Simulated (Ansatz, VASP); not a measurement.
# One calculation of Ti, two programs

Contents of INCAR:

```
SYSTEM = Ti
PREC     = Accurate       ! precision mode
ENCUT    = 520            ! plane-wave cutoff, eV
EDIFF    = 1E-8           ! SCF threshold, eV
ISMEAR   = -1             ! smearing method
SIGMA    = 0.05           ! smearing width, eV
LREAL    = .False.        ! projectors in reciprocal space
LASPH    = .True.         ! aspherical terms in the spheres
NELM     = 60             ! most SCF steps
ALGO     = Normal         ! electronic algorithm
ISIF     = 2              ! what is computed and relaxed
LWAVE    = .False.        ! write WAVECAR
LCHARG   = .False.        ! write CHGCAR
GGA      = PE             ! functional
LEFG     = .True.       
NBANDS   = 12             ! bands
```

Contents of KPOINTS:

```
Automatic mesh
0
Gamma
  14 14 14
  0 0 0
```

File POSCAR:

```
Ti
1.0
   -1.6131810665      1.6131810665      1.6131810665
    1.6131810665     -1.6131810665      1.6131810665
    1.6131810665      1.6131810665     -1.6131810665
Ti
1
Direct
    0.0000000000      0.0000000000      0.0000000000
```

Input for Ansatz:

```yaml
crystal:
  lattice:
    - [-1.6131810665, 1.6131810665, 1.6131810665]
    - [1.6131810665, -1.6131810665, 1.6131810665]
    - [1.6131810665, 1.6131810665, -1.6131810665]
  atoms:
    - { symbol: Ti, position: [0.0, 0.0, 0.0] }
kpoints:
  mp_grid: { grid: [14, 14, 14] }
scf:
  occupations: { method: fermi_dirac, width: 0.05 }
hamiltonian:
  xc: pbe
  pseudopotentials: { kind: paw }
output:
  forces: true
  stress: true
  eigenvalues: true
  efg: { contact_densities: true }
```

Change from the starting cell: volume scaled by 0.95, PAW files.

Alike in both runs: task electric field gradients; functional PBE; k mesh 14 × 14 × 14; occupations fermi-dirac, width 0.05 eV; no spin polarisation.

|  | VASP | Ansatz |
| --- | --- | --- |
| version | VASP 6.6.1 | Ansatz 0.2.0 |
| potentials or method | VASP PAW PBE potentials, release 64 (Ti_sv) | PAW with Ansatz's default frozen-core files, scalar-relativistic |
| plane-wave cutoff (eV) | 520 | 420 |
| valence electrons in the cell | 12 | 12 |

|  | VASP | Ansatz | Ansatz less VASP |
| --- | --- | --- | --- |
| pressure (GPa) | 2.8 | 3.1 | +0.30 |
| Vzz of the field gradient on the site that differs most (V/Å²) | 0.0 | 0.0 | 0.00 |

With one functional, cell and mesh, what is left measures potentials, basis and numerics.
